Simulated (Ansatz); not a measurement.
# Rh (Fm-3m) in Ansatz: notebook, part 2 of 3

Ansatz 0.2.0.

## 5. Elastic constants, LDA

Input file input.yaml:

```yaml
crystal:
  lattice:
    - [0.0, 1.89785, 1.89785]
    - [1.89785, 0.0, 1.89785]
    - [1.89785, 1.89785, 0.0]
  atoms:
    - { symbol: Rh, position: [0.0, 0.0, 0.0] }
hamiltonian:
  xc: lda
  pseudopotentials: { kind: paw }
kpoints:
  mp_grid: { grid: [9, 9, 9] }
scf:
  occupations: { method: fermi_dirac, width: 0.05 }
output:
  forces: true
  stress: true
elastic:
  mode: clamped_ion
  stencil: two_point
```

Potentials or basis: Ansatz PAW.

Run with:

```bash
$ ansatz run input.yaml --threads 2 --pin off --max-ram 5632MiB --backend cpu --events-out ev --progress --plain --runs-dir out
```

Log:

```text
Warning: RAYON_NUM_THREADS=2 ignored (pool sized by the plan → 2); use --threads N
Engine: ansatz 0.2.0, aarch64-unknown-linux-gnu
Pseudopotentials: kind: paw
Pseudopotential: Rh, paw, valence charge 17, recommended cutoff 420 eV (normal), Rh.paw.azcp
Functional definition: SPW92
  exchange = slater_x
  correlation = pw_c
Crystal: 1 atoms, lattice volume = 13.671 Å³
Basis set: ecut = 420 eV, 283 PW (Γ)
Bands: 13, of which v1, the nominal top of the filled ones, is band 9 counted from 1 (8 counted from 0)
Symmetry: 48 space group operations
Space group: Fm-3m (ITA 225), of the structure as read, at distance tolerance 2.4e-5 Å
k-points: 35 of 729
Non-local potential: Rh, projectors of the file, l = 0: 3, l = 1: 2, l = 2: 2, l = 3: 1
PAW form: soft (Blöchl's): semilocal exchange-correlation on the pseudo side does not see the compensation charge
PAW frozen core: Rh, regenerated for the run's functional, and the local potential with it (the file was generated under x = pbe(κ = 0.804, μ = 0.2195149727645171), c = pbe(β = 0.06672455060314922))
PAW one-centre angular grid: Rh, 590 points (default); XC on 64 Gauss nodes
Initial density: superposition of atomic densities (neutral atoms: chi_scale 0, normalization atom), corrected by the library's trained network
Initial wavefunctions: pseudopotential atomic-orbital guess
Functional: x = slater, c = lda
SCF iter   1: F=—  HF=-6278.637853 eV  |F-HF|=—  |Δ(HF+E_count)|=         —  Δρ=1.45e-2  dr2=1.33e-2  ethr=1.77e-3  ⟨swp⟩=4.8  Hψ=2478  notcnv=0
preconditioner: auto → none  [metal: Δε(μ)=0.044 eV  Ē_g=14.022 eV  σ=0.050 eV  W_gap=0.21  n_scr=0 (ndim 8)  ℏωp=30.1 eV  f_vac=0.000  D(μ)=0.95/eV (n_scr^D=14)]
SCF iter   2: F=—  HF=-6278.634374 eV  |F-HF|=—  |Δ(HF+E_count)|=   3.48e-3  Δρ=6.29e-3  dr2=1.82e-3  ethr=7.84e-5  ⟨swp⟩=2.3  Hψ=1009  notcnv=0
SCF iter   3: F=—  HF=-6278.633894 eV  |F-HF|=—  |Δ(HF+E_count)|=   4.79e-4  Δρ=3.08e-3  dr2=2.33e-4  ethr=1.07e-5  ⟨swp⟩=2.7  Hψ=731  notcnv=0
SCF iter   4: F=—  HF=-6278.633828 eV  |F-HF|=—  |Δ(HF+E_count)|=   6.64e-5  Δρ=3.54e-4  dr2=2.87e-6  ethr=1.37e-6  ⟨swp⟩=1.0  Hψ=455  notcnv=0
SCF iter   5: F=—  HF=-6278.633832 eV  |F-HF|=—  |Δ(HF+E_count)|=   3.81e-6  Δρ=2.87e-5  dr2=3.18e-8  ethr=1.69e-8  ⟨swp⟩=2.4  Hψ=584  notcnv=0
SCF iter   6: F=—  HF=-6278.633826 eV  |F-HF|=—  |Δ(HF+E_count)|=   5.39e-6  Δρ=3.02e-6  dr2=1.76e-10  ethr=1.87e-10  ⟨swp⟩=2.2  Hψ=649  notcnv=0
SCF iter   7: F=—  HF=-6278.633826 eV  |F-HF|=—  |Δ(HF+E_count)|=  3.82e-11  Δρ=4.69e-7  dr2=3.71e-12  ethr=1.04e-12  ⟨swp⟩=1.9  Hψ=609  notcnv=0
SCF iter   8: F=-6278.633826 eV  HF=-6278.633826 eV  |F-HF|=0.00e0  |Δ(HF+E_count)|=  9.09e-13  Δρ=2.96e-8  dr2=4.79e-14  ethr=1.00e-12  ⟨swp⟩=4.2  Hψ=1533  notcnv=0
SCF 1 converged in 8 iterations: F = -6278.633826 eV  dr2 = 4.79e-14
Crystal: 1 atoms, lattice volume = 13.644 Å³
Symmetry: 16 space group operations
k-points: 75 of 729
Initial density: handed on by an earlier stage of this run
Initial wavefunctions: those handed on with the density
iter 1 solved again at ethr=4.93e-8 eV; its pass at ethr=3.10e-3 eV (dr2=8.38e-6 eV) is discarded
SCF iter   1: F=—  HF=-6278.635404 eV  |F-HF|=—  |Δ(HF+E_count)|=         —  Δρ=2.29e-4  dr2=5.07e-6  ethr=4.93e-8  ⟨swp⟩=2.5  Hψ=6497  notcnv=0
preconditioner: auto → none  [metal: Δε(μ)=0.084 eV  Ē_g=14.040 eV  σ=0.050 eV  W_gap=0.34  n_scr=0 (ndim 8)  ℏωp=30.2 eV  f_vac=0.000  D(μ)=1.06/eV (n_scr^D=14)]
SCF iter   2: F=—  HF=-6278.635404 eV  |F-HF|=—  |Δ(HF+E_count)|=   3.92e-7  Δρ=1.18e-4  dr2=6.73e-7  ethr=2.98e-8  ⟨swp⟩=2.0  Hψ=1311  notcnv=0
SCF iter   3: F=—  HF=-6278.635401 eV  |F-HF|=—  |Δ(HF+E_count)|=   3.27e-6  Δρ=5.28e-5  dr2=9.38e-8  ethr=3.96e-9  ⟨swp⟩=2.5  Hψ=1529  notcnv=0
[... 22 lines left out ...]
SCF iter   4: F=—  HF=-6278.633794 eV  |F-HF|=—  |Δ(HF+E_count)|=  3.66e-10  Δρ=1.72e-6  dr2=1.14e-10  ethr=4.26e-11  ⟨swp⟩=2.3  Hψ=2457  notcnv=0
SCF iter   5: F=—  HF=-6278.633794 eV  |F-HF|=—  |Δ(HF+E_count)|=  6.37e-12  Δρ=5.85e-7  dr2=3.01e-11  ethr=6.71e-13 (applied; sched 1.00e-12)  ⟨swp⟩=2.4  Hψ=2585  notcnv=0
SCF iter   6: F=—  HF=-6278.633794 eV  |F-HF|=—  |Δ(HF+E_count)|=  1.00e-11  Δρ=9.12e-8  dr2=3.67e-13  ethr=1.77e-13 (applied; sched 1.00e-12)  ⟨swp⟩=2.4  Hψ=2344  notcnv=0
SCF iter   7: F=-6278.633794 eV  HF=-6278.633794 eV  |F-HF|=0.00e0  |Δ(HF+E_count)|=    0.00e0  Δρ=1.16e-8  dr2=7.92e-15  ethr=1.00e-12  ⟨swp⟩=4.0  Hψ=4839  notcnv=0
SCF 4 converged in 7 iterations: F = -6278.633794 eV  dr2 = 7.92e-15
iter 1 solved again at ethr=3.90e-12 eV; its pass at ethr=3.10e-3 eV (dr2=6.63e-10 eV) is discarded
SCF iter   1: F=—  HF=-6278.633794 eV  |F-HF|=—  |Δ(HF+E_count)|=         —  Δρ=3.79e-6  dr2=6.58e-10  ethr=3.90e-12  ⟨swp⟩=2.4  Hψ=10757  notcnv=0
preconditioner: auto → none  [metal: Δε(μ)=0.082 eV  Ē_g=14.018 eV  σ=0.050 eV  W_gap=0.34  n_scr=0 (ndim 8)  ℏωp=30.1 eV  f_vac=0.000  D(μ)=1.07/eV (n_scr^D=14)]
SCF iter   2: F=—  HF=-6278.633794 eV  |F-HF|=—  |Δ(HF+E_count)|=  1.26e-10  Δρ=1.58e-6  dr2=8.63e-11  ethr=3.87e-12  ⟨swp⟩=2.4  Hψ=2394  notcnv=0
SCF iter   3: F=—  HF=-6278.633794 eV  |F-HF|=—  |Δ(HF+E_count)|=  1.09e-11  Δρ=8.35e-7  dr2=1.12e-11  ethr=5.08e-13 (applied; sched 1.00e-12)  ⟨swp⟩=2.6  Hψ=2443  notcnv=0
SCF iter   4: F=—  HF=-6278.633794 eV  |F-HF|=—  |Δ(HF+E_count)|=  3.64e-12  Δρ=1.30e-7  dr2=2.39e-13  ethr=6.58e-14 (applied; sched 1.00e-12)  ⟨swp⟩=1.0  Hψ=1625  notcnv=0
SCF iter   5: F=-6278.633794 eV  HF=-6278.633794 eV  |F-HF|=9.09e-13  |Δ(HF+E_count)|=    0.00e0  Δρ=1.17e-8  dr2=2.93e-15  ethr=1.00e-12  ⟨swp⟩=4.0  Hψ=5037  notcnv=0
SCF 5 converged in 5 iterations: F = -6278.633794 eV  dr2 = 2.93e-15
SCF converged after 8 iterations
Free energy (F): -6278.633826 eV
Harris-Foulkes:  -6278.633826 eV  (|F-HF|=0.00e0)
Internal energy: -6278.625092 eV  (E = F + TS)
E sigma→0 (E₀):  -6278.629459 eV
Entropy (-TS):   -0.008734 eV (-8.734 meV/atom)
Fermi energy:    22.155994 eV
--- Per-component energies (eV) ---
  E_band       = -87.909380
  E_kinetic    = 573.379412
  E_local      = -1560.641059  (includes V_loc(G=0)·N_el)
  E_nonlocal   = 360.101883
  E_hartree    = 545.700796
  E_xc         = -220.709753
  E_vxc        = -278.281431  (∫ρ·V_xc dr)
  E_paw        = -3463.723391  (= ΣΔE_a)
  E_vpaw       = -273.870506  (= ΣTr[D̂ρ^β])
  E_aug_tail   = 0.000737  (compensation charges beyond the density's cutoff)
  E_ewald      = -2513.356200
  E_core_change = 0.622482  (= ΣΔE_core)
  E_smearing   = -0.008734  (= −TS)
  E_closure    = 0.000000  (closes the sum)
  Σ components = -6278.633826   (vs F -6278.633826, Δ=0.00e0)
--- Forces (eV/Å), atoms counted from 1 ---
  atom   1  Rh     0.00000000    -0.00000000    -0.00000000
  max |Σ_I F_I| component: 3.45e-31 eV/Å
--- Stress (GPa, compression-positive) ---
       -9.656634       0.000000      -0.000000
       -0.000000      -9.656634       0.000000
       -0.000000      -0.000000      -9.656634
  P = ⅓ Tr σ = -9.6566 GPa (-96.566 kbar)
--- Band table (eV; the first three rows and the last of 35) ---
  k-point 0: bands = ["-56.5367", "-24.0548", "-24.0548", "-24.0548", "14.1314", "19.0892", "19.0892", "19.0892", "21.2174", "21.2174", "38.0209", "43.3112", "43.3112"]
  k-point 1: bands = ["-56.5231", "-24.1458", "-24.0671", "-24.0671", "14.6173", "18.8934", "19.2690", "19.2690", "21.1291", "21.1291", "38.6899", "41.2931", "44.0265"]
  k-point 2: bands = ["-56.4887", "-24.3728", "-24.0982", "-24.0982", "15.7175", "18.7954", "19.4765", "19.4765", "21.2432", "21.2432", "38.0811", "39.6732", "45.8754"]
  k-point 34: bands = ["-56.3844", "-24.5975", "-24.5032", "-24.3190", "17.1908", "17.9462", "18.7285", "21.1008", "23.0186", "29.9017", "32.8750", "33.9033", "35.7952"]
--- Elastic constants: 2 strain directions × 2 members + reference (group order 48) ---
  dense FFT box of the reference and of every strained cell: 18×18×18
  strains applied: 11, 23; error gains: componentwise 1.00 (the most a stress slope's error grows in a printed constant), spectral 1.73 (1 for all six strains in a standard setting)
  C = ∂σ_k/∂η_j (tension-positive GPa; Voigt order 11 22 33 23 13 12):
       456.843    172.531    172.531     -0.000      0.000     -0.000
       172.531    456.843    172.531     -0.000     -0.000      0.000
       172.531    172.531    456.843      0.000     -0.000     -0.000
         0.000     -0.000     -0.000    209.900      0.000     -0.000
        -0.000      0.000     -0.000     -0.000    209.900      0.000
         0.000     -0.000     -0.000     -0.000     -0.000    209.900
  reference stress σ⁰ (GPa):      9.657      9.657      9.657     -0.000      0.000      0.000
  C* (energy form; C + prestress term) asymmetry max|C*_kj − C*_jk| = 5.684e-14 GPa — a small one proves nothing (zero by symmetry where the batch's group is 432, −43m or m−3m); a large one is finite-difference/SCF noise where every solve meets its electron count
  moduli (Voigt/Reuss/Hill, GPa): K = 267.30/267.30/267.30   G = 182.80/176.30/179.55   E = 440.11   ν = 0.226
  mechanically stable: yes (min eigenvalue of sym C = 209.90 GPa)
  strain η (Voigt 11):  stress-route row diagonal C_11 = 456.84 GPa, energy-path curvature d²(F+E_count+ΔE)/dδ²/Ω₀ = 456.99 GPa
         δ    σ_11 (GPa)             F (eV)   n_scf  n_hpsi   n_pw
    -2.000e-3       8.7368       -6278.6354011       7   16765    283
     2.000e-3      10.5641       -6278.6320941       6   15701    283
  strain η (Voigt 23):  stress-route row diagonal C_44 = 209.90 GPa, energy-path curvature d²(F+E_count+ΔE)/dδ²/Ω₀ = 205.14 GPa
         δ    σ_23 (GPa)             F (eV)   n_scf  n_hpsi   n_pw
    -2.000e-3      -0.4198       -6278.6337935       7   27895    283
     2.000e-3       0.4198       -6278.6337935       5   23932    283
```

elastic.tsv:

```text
# convention: tension-positive GPa; Voigt order 11 22 33 23 13 12; engineering shear strains; stresses and constants hold the Pulay correction, whose part of sigma0, of c and of each member's stress the lines and columns named pulay_correction_..._gpa give (of c_energy it is that of c and, on the columns of strains 1 to 3, that of sigma0; of a layer's constants it is that of c in the plane, times a tenth of its plane spacing in ang); where a line pulay_correction_withheld stands none holds it
[... 15 lines left out ...]
6	1.5295583076e-28	-1.5295583070e-28	-2.5243548967e-29	-1.4361947467e-46	-2.8723894935e-46	2.0990009739e2	1.5295583076e-28	-1.5295583070e-28	-2.5243548967e-29	-1.4361947467e-46	-2.8723894935e-46	2.0990009739e2	1.9174135247e-32	-1.9174138720e-32	-1.5407439555e-33	6.1629758220e-33	8.0701598689e-49	-5.8972759309e-1
```

elastic_members.tsv:

```text
# convention: tension-positive GPa; Voigt order 11 22 33 23 13 12; engineering shear strains; stresses and constants hold the Pulay correction, whose part of sigma0, of c and of each member's stress the lines and columns named pulay_correction_..._gpa give (of c_energy it is that of c and, on the columns of strains 1 to 3, that of sigma0; of a layer's constants it is that of c in the plane, times a tenth of its plane spacing in ang); where a line pulay_correction_withheld stands none holds it
[... 11 lines left out ...]
3	2.0000000000e-3	9.6566854486e0	9.6547075011e0	9.6547075011e0	4.1980062827e-1	1.3340800414e-14	-1.3340800414e-14	-6.2786337935e3	-6.2786294262e3	5	23932	283	nan	nan	0.0000000000e0	-9.7548787110e-2	-9.7364172385e-2	-9.7364172385e-2	-1.1794581131e-3	-2.1713542341e-18	1.6285156756e-18	1.2512733802e-5	0.0000000000e0
```

Wall time 3 s (2 threads of Arm Neoverse V1, shared host); peak memory 0.28 GiB.

What came out:

```
Free energy                     : -6278.6338 eV
Pressure                        : -9.7 GPa
Band gap on the k mesh          : none (metal or under the smearing width)
Elastic constants C11, C12, C44 : 457, 173, 210 GPa
Voigt bulk modulus              : 267 GPa
```

Elastic tensor in Voigt notation (GPa, in the Cartesian axes of the cell as first typed):
```
457 173 173   0   0   0
173 457 173   0   0   0
173 173 457   0   0   0
  0   0   0 210   0   0
  0   0   0   0 210   0
  0   0   0   0   0 210
```

Caveat: the cell is more than 3 GPa from zero pressure, which shifts response properties; elastic constants of metals need much finer meshes, so these are rough; the PAW data sets come from PBE, with cores solved anew for the run's functional, which leaves a small shift of forces and pressure.

(Continued in part 3 of 3.)
